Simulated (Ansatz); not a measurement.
# Sn: ideal shear of a crystal plane

Computed with Ansatz, DFT r2SCAN, scalar-relativistic, plane waves, PAW. Cutoff 500 eV, Γ-centred 19×20×6 k-points, Gaussian smearing of 0.15 eV. No spin polarisation. Energies are free energies at this smearing, counted from the undisturbed cell; pressure is positive in compression.

The starting cell (relaxed at this level; this form isn't the usual structure):

```
CELL_PARAMETERS angstrom
-1.62111 1.62111 -2.59952
-3.24223 0.00000 0.00000
0.00000 9.72668 5.19903
ATOMIC_POSITIONS crystal
Sn 0.00000 0.00000 0.87500
Sn 0.50000 0.75000 0.12500
Sn 0.00000 0.50000 0.37500
Sn 0.50000 0.25000 0.62500
```

The cut lies on the cell's a–b face, a (0 1 1) plane (indices in the standard cell, whose axes needn't be the Cartesian ones shown) of area 9.93 Å², between layers 2.75 Å apart. Vector c is tilted by f times 1·a + 0·b (length 3.466 Å) with the atoms' Cartesian places fixed: one unrelaxed fault a cell. The traction is dγ/du, the slope of γ against the slip u in Å.

| f | γ (mJ/m²) | traction (GPa) |
| --- | --- | --- |
| 0.0000 | 0 | -0.1 |
| 0.1000 | 6 | 0.4 |
| 0.2000 | 31 | 1.1 |
| 0.3000 | 76 | 1.4 |
| 0.4000 | 121 | 1.1 |
| 0.6000 | 142 | -0.7 |
| 0.8000 | 47 | -1.4 |

**Question.** Read off the first barrier and the stress needed to climb it, and compare with Frenkel's sinusoid.

**Answer.** The traction changes sign between f = 0.400 and 0.600, so by linear interpolation the first maximum lies at f = 0.521, a slip of 1.81 Å, with γ ≈ 150 mJ/m², which stands in for the unstable fault energy γ_us, and the steepest sampled slope before it is 1.4 GPa. A sinusoid γ = γ_us sin²(πu/λ) with its maximum there has λ = 3.61 Å and a largest slope πγ_us/λ = 1.3 GPa (1 mJ/m² per Å = 0.01 GPa). The stand-in is too high: the stress and forces give a traction of 2.3 GPa across the line at this point, so it is no saddle, and slip that bends off the line crosses lower.

**Question.** Is there a metastable fault on this line?

**Answer.** Apart from points where γ returns to about zero, no local minimum shows among the samples, so at this sampling the line offers no fault for a dislocation to split on; a fault can still lie off the line.

The cut is rigid; relaxing the faces lowers these energies and usually the stresses.

In a metal these slopes depend on the k mesh and the smearing.

Cost: 7 runs of about 23 core-minutes in all, on AMD EPYC 9R45 (Zen 5) (shared hosts).